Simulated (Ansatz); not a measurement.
Mg₂Si in the antifluorite structure, relaxed with r2SCAN in the plane-wave code Ansatz: the symmetry is Fm-3m (No. 225, cubic); a = 6.338 Å in the conventional setting, 21.22 Å³ an atom. Si has 8 Mg at 2.74 Å; Mg has 4 Si at 2.74 Å. The cell was then strained (x, y and z are the cube axes), with the atoms relaxed again; stress is positive in compression. No spin polarisation and no zero-point or thermal motion.

- Uniaxial -1.0 % along z, other directions held: r2SCAN's stress changes by +1.31 GPa along the strain and +0.24 GPa across it.
- Isotropic -1.0 % on every length: the pressure changes by +1.86 GPa, and the HSE06 gap (Γ → X) goes from 0.562 to 0.529 eV.
- Epitaxial strain of -1.0 % in the (001) plane: the free normal strain is +0.37 % and the in-plane stress changes by +1.48 GPa.
- In that film r2SCAN's threefold valence top at Γ splits as 2+1 from the top, by 0.065 eV.
- Uniaxial strain of -0.5 % along [111], atoms relaxed: the xy stress changes by +0.165 GPa.
- That strain splits the valence top at Γ by 0.032 eV (r2SCAN).

Estimate C₁₁, C₁₂ and the bulk modulus from the uniaxial step.
With compression positive, C₁₁ ≈ −Δσ∥/ε = (-1.31)/(-0.0100) = 131 GPa and C₁₂ ≈ (-0.24)/(-0.0100) = 24 GPa; B = (C₁₁ + 2C₁₂)/3 = 60 GPa. A one-sided step carries third-order terms: it reads high by some per cent.

What bulk modulus does the isotropic step give?
Δ ln V = 3 ln(0.9900) = -0.0302, so B ≈ −ΔP/Δ ln V = 62 GPa, against 60 GPa from C₁₁ and C₁₂; one-sided steps of finite size carry third-order terms.

Give the volume deformation potential of that gap and its pressure coefficient.
a_V = ΔE_g/Δ ln V = (-0.033)/(-0.0302) = +1.09 eV; dE_g/dP = −a_V/B = -18 meV/GPa, with HSE06's gap and r2SCAN's modulus.

What do the film's normal strain and stress say about the elastic constants?
ε⊥/ε∥ = (+0.0037)/(-0.0100) = -0.37, which linear elasticity sets to −2C₁₂/C₁₁ = -0.37 from the uniaxial step. The biaxial modulus is M = −Δσ/ε∥ = 148 GPa (C₁₁ + C₁₂ − 2C₁₂²/C₁₁ = 146 GPa).

How much elastic energy does the film store, with 21.22 Å³ an atom?
u = M ε∥² = −Δσ ε∥ = -1.48 × (-0.0100) = 0.0148 GPa, and 1 GPa Å³ is 6.2415 meV: 1.96 meV an atom. The total energies of the two runs differ by 1.93 meV an atom.

Extract the shear deformation potential b.
Without spin-orbit coupling the splitting is 3|b| |ε_zz − ε_xx| = 3|b| × 0.0137, so |b| = 0.065/0.0411 = 1.58 eV.

Estimate C₄₄.
A strain ε along [111] has ε_xy = ε/3 = -0.00167, an engineering shear of 2ε/3, so C₄₄ ≈ −Δσ_xy/(2ε/3) = 50 GPa, atoms relaxed.

Extract the deformation potential d.
Without spin-orbit coupling the splitting is 3√3 |d| ε_xy = √3 |d| |ε|, so |d| = 0.032/(1.732 × 0.0050) = 3.70 eV.

Where an edge lies off the special points, it is a point of the mesh or the k point where a search put PBE's edge or least direct gap, reused for the other functionals, whose own edges may lie a little apart.

The meshes of the hybrids are coarse, so their gaps aren't converged to the digits shown.
